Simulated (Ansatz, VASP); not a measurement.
**One calculation of CaO, two programs**

INCAR

```
SYSTEM = CaO
PREC = Accurate
ENCUT = 520
EDIFF = 1E-6
ISMEAR = -1
SIGMA = 0.02
LREAL = .False.
LASPH = .True.
NELM = 80
ALGO = Normal
ISIF = 2
LWAVE = .False.
LCHARG = .False.
GGA = PE
NBANDS = 15
```

The input KPOINTS:

```
Automatic mesh
0
Gamma
  8 8 8
  0 0 0
```

POSCAR

```
CaO
1.0
    0.0000000000      2.6067317390      2.6067317390
    2.6067317390      0.0000000000      2.6067317390
    2.6067317390      2.6067317390      0.0000000000
Ca O
1 1
Direct
    0.0000000000      0.0000000000      0.0000000000
    0.2500000000      0.2500000000      0.2500000000
```

Input for Ansatz:

```yaml
crystal:
  lattice:
    - [0.0, 2.606731739, 2.606731739]
    - [2.606731739, 0.0, 2.606731739]
    - [2.606731739, 2.606731739, 0.0]
  atoms:
    - { symbol: Ca, position: [0.0, 0.0, 0.0] }
    - { symbol: O, position: [0.25, 0.25, 0.25] }
kpoints:
  mp_grid: { grid: [8, 8, 8] }
  band_path:
    path:
      - [[0.0, 0.0, 0.0], [-0.5, -0.5, -2.932046261236e-34], [-0.375, -0.375, 0.25]]
      - [[-0.375, -4.871836156309e-17, 0.375], [0.0, 0.0, 0.0], [-1.71254765314e-17, -1.71254765314e-17, 0.5], [-0.5, -0.25, 0.25], [-0.5, -0.5, -2.932046261236e-34]]
    npoints: 10
hamiltonian:
  xc: pbe
scf:
  occupations: { method: fermi_dirac, width: 0.02 }
  n_extra_bands: 4
output:
  forces: true
  stress: true
  eigenvalues: true
```

The cell was built by a generator and needn't be a form met in nature.

Alike in both runs: task single point; functional PBE; k mesh 8 × 8 × 8; occupations fermi-dirac, width 0.02 eV; no spin polarisation.

```csv
,VASP,Ansatz
version,VASP 6.6.1,Ansatz 0.2.0
potentials or method,"VASP PAW PBE potentials, release 64 (Ca_sv, O)","plane waves, PAW"
plane-wave cutoff (eV),520,420
valence electrons in the cell,16,16
```

Ansatz gave:

| Property | Result |
| --- | --- |
| gap on the k mesh at the Fermi level (eV) | 3.33 |
| pressure (GPa) | 1.4 |

Which values does VASP return?

gap on the k mesh at the Fermi level (eV): 3.33; pressure (GPa): 1.9.

With one functional, cell and mesh, what is left measures potentials, basis and numerics.

A k mesh can miss the band edges. As with any semilocal functional, this PBE gap is likely too small.
